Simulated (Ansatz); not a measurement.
**ZnS: H interstitial**

A defect calculation: H interstitial in ZnS, supercell of 30 sites, in the charges +1, 0, -1.

Method: DFT PBE, scalar-relativistic, plane waves, PAW, in Ansatz 0.2.0.

2 further runs of the same task are left out: 2 set aside as unsound or not needed.

## Step 1: Starting point

It takes space group R3m (No. 160, trigonal). The conventional cell has a = 3.846 Å, b = 3.846 Å, c = 28.348 Å, α = 90.00°, β = 90.00°, γ = 120.00°. Around Zn (site symmetry 3m) lie 4 S at 2.36 Å. S (site symmetry 3m) has 4 Zn at 2.36 Å in its first shell of neighbours.

Coordinates:

```
Zn S
1.0
     1.92310    1.11030    9.44929
    -1.92310    1.11030    9.44929
     0.00000   -2.22061    9.44929
Zn S
3 3
Cartesian
  0.0000 0.0000 28.3469
  0.0000 0.0000 6.3004
  0.0000 0.0000 12.6015
  0.0000 0.0000 2.3612
  0.0000 0.0000 14.9635
  0.0000 0.0000 8.6582
```

It goes back to an entry of the Materials Project, which need not be the stable form.

This cell was relaxed beforehand with the same method: volume 20.18 Å³/atom, gap on the mesh 2.06 eV.

The host's static dielectric tensor, from an earlier linear-response run, has a mean of 9.28.

The perfect supercell (rows -1 -1 2; 0 0 1; -3 2 1 in vectors of this cell) comes from an earlier run at this level (30 atoms, E(σ→0) -63340.8871 eV, gap 2.05 eV on its own mesh).

## Step 2: Making the defect

The extra atom is put at (0.185, 0.450, 0.005) of the supercell, the middle of a void of radius 2.45 Å. A small random displacement (spread 0.06 Å) lets the symmetry of the site break. Its neighbours are 2 Zn at 2.45 Å, 1 Zn at 2.53 Å, 2 S at 2.53 Å, 1 S at 2.60 Å, 1 S at 2.88 Å, 2 S at 2.94 Å.

## Step 3: Relaxing the defect, charge 0

Input file input.yaml:

```yaml
crystal:
  lattice:
    - [0.0, -6.661821405, 0.0]
    - [0.0, -2.220607135, 9.4492875342]
    - [-9.6155109536, -3.3309107025, 0.0]
  atoms:
    - { symbol: Zn, position: [0.6000340935, 0.9998977195, 0.8] }
    - { symbol: Zn, position: [0.8000340935, 0.9998977195, 0.4] }
    - { symbol: Zn, position: [0.2000340935, 0.9998977195, 0.6] }
    - { symbol: Zn, position: [0.4000340935, 0.9998977195, 0.2] }
    - { symbol: Zn, position: [3.40935e-05, 0.9998977195, 0.0] }
    - { symbol: Zn, position: [0.3777461544, 0.6667615369, 0.8] }
    - { symbol: Zn, position: [0.5777461544, 0.6667615369, 0.4] }
    - { symbol: Zn, position: [0.9777461544, 0.6667615369, 0.6] }
    - { symbol: Zn, position: [0.1777461544, 0.6667615369, 0.2] }
    - { symbol: Zn, position: [0.7777461544, 0.6667615369, 0.0] }
    - { symbol: Zn, position: [0.1535920556, 0.3413321126, 0.7997489462], spin: 0.1 }
    - { symbol: Zn, position: [0.3554679134, 0.3335962599, 0.4] }
    - { symbol: Zn, position: [0.7554679134, 0.3335962599, 0.6] }
    - { symbol: Zn, position: [0.9476951837, 0.3319672121, 0.2023714961], spin: 0.1 }
    - { symbol: Zn, position: [0.5514419593, 0.3340095784, 0.005439712], spin: 0.1 }
    - { symbol: S, position: [0.5256614817, 0.2493725484, 0.7990680823], spin: 0.1 }
    - { symbol: S, position: [0.7167048925, 0.2498853226, 0.4] }
    - { symbol: S, position: [0.1167048925, 0.2498853226, 0.6] }
    - { symbol: S, position: [0.3215283688, 0.240584816, 0.2040909401], spin: 0.1 }
    - { symbol: S, position: [0.9166348315, 0.2560353829, 0.0006637969], spin: 0.1 }
    - { symbol: S, position: [0.0761019825, 0.5802895994, 0.8086792098], spin: 0.1 }
    - { symbol: S, position: [0.272146902, 0.583559294, 0.4] }
    - { symbol: S, position: [0.672146902, 0.583559294, 0.6] }
    - { symbol: S, position: [0.8783233713, 0.5812830198, 0.2014129937], spin: 0.1 }
    - { symbol: S, position: [0.4704450638, 0.5750658026, 0.0003521844], spin: 0.1 }
    - { symbol: S, position: [0.2945740443, 0.9162778671, 0.8] }
    - { symbol: S, position: [0.4945740443, 0.9162778671, 0.4] }
    - { symbol: S, position: [0.8945740443, 0.9162778671, 0.6] }
    - { symbol: S, position: [0.0945740443, 0.9162778671, 0.2] }
    - { symbol: S, position: [0.6945740443, 0.9162778671, 0.0] }
    - { symbol: H, position: [0.1704734598, 0.4453523227, 0.0154668209], spin: 0.1 }
  host:
    lattice:
      - [1.9231021907, 1.1103035675, 9.4492875342]
      - [-1.9231021907, 1.1103035675, 9.4492875342]
      - [0.0, -2.220607135, 9.4492875342]
    atoms:
      - { symbol: Zn, position: [0.9999659065, 0.9999659065, 0.9999659065] }
      - { symbol: Zn, position: [0.2222538456, 0.2222538456, 0.2222538456] }
      - { symbol: Zn, position: [0.4445320866, 0.4445320866, 0.4445320866] }
      - { symbol: S, position: [0.0832951075, 0.0832951075, 0.0832951075] }
      - { symbol: S, position: [0.527853098, 0.527853098, 0.527853098] }
      - { symbol: S, position: [0.3054259557, 0.3054259557, 0.3054259557] }
basis:
  ecutwfc: 420
  xc_grid: 2
kpoints:
  mp_grid: { grid: [2, 2, 2], shift: [0.0, 0.0, 0.0] }
hamiltonian:
  xc: pbe
scf:
  occupations: { method: gaussian, width: 0.01 }
output:
  forces: true
  stress: false
  eigenvalues: true
  populations: true
  charged_corrections:
    defect_position: [0.185, 0.45, 0.005]
    epsilon: [[9.1424, 0.0, 0.0], [0.0, 9.1424, 0.0], [0.0, 0.0, 9.5496]]
magnetization:
  spin_polarized: true
relax:
  adjacent_minimum: "off"
  f_tol: 0.025
  max_steps: 45
```

Launch:

```sh
$ ansatz run input.yaml --threads 4 --pin off --max-ram 10240MiB --backend cpu --events-out ev --progress --plain --runs-dir out
```

The session goes on with these runs: charge state +1; relaxing the defect, charge -1.

**Question.** What will these runs give? Wanted: formation energy, neutral; moment, neutral; nearest atoms after relaxation, one image of each, neutral.

**Answer**, as computed:

```
                                                  quantity                                           value
                                 formation energy, neutral                                         2.28 eV
                                           moment, neutral                                         1.00 μB
nearest atoms after relaxation, one image of each, neutral  1 Zn at 1.92 Å, 1 Zn at 2.37 Å, 1 Zn at 2.43 Å
                        level (+1/0) above the valence top                       2.07 eV (outside the gap)
                        level (0/-1) above the valence top                                         1.06 eV
```

In words: The neutral defect costs 2.28 eV against the elements. The neutral defect changes the cell's moment by 1.00 μB. Spin was allowed in some charges only (not in +1, -1): their moments are zero by construction, and levels between the two kinds of run can be off. Among the charges computed the stable one is +1 at the valence top, changing to -1 at 1.57 eV, in a gap of 2.06 eV. The levels on either side of charge 0 are inverted, so that state is never the lowest (negative U). Levels are placed in the host's Kohn-Sham gap, which is usually too small at this level and squeezes them. With 30 host sites the defect feels its images, so energies are good to tenths of an eV at best. Other minima may exist.

A log calls its force constants unconverged on the k mesh, so modes and the static dielectric constant formed from them are rough.
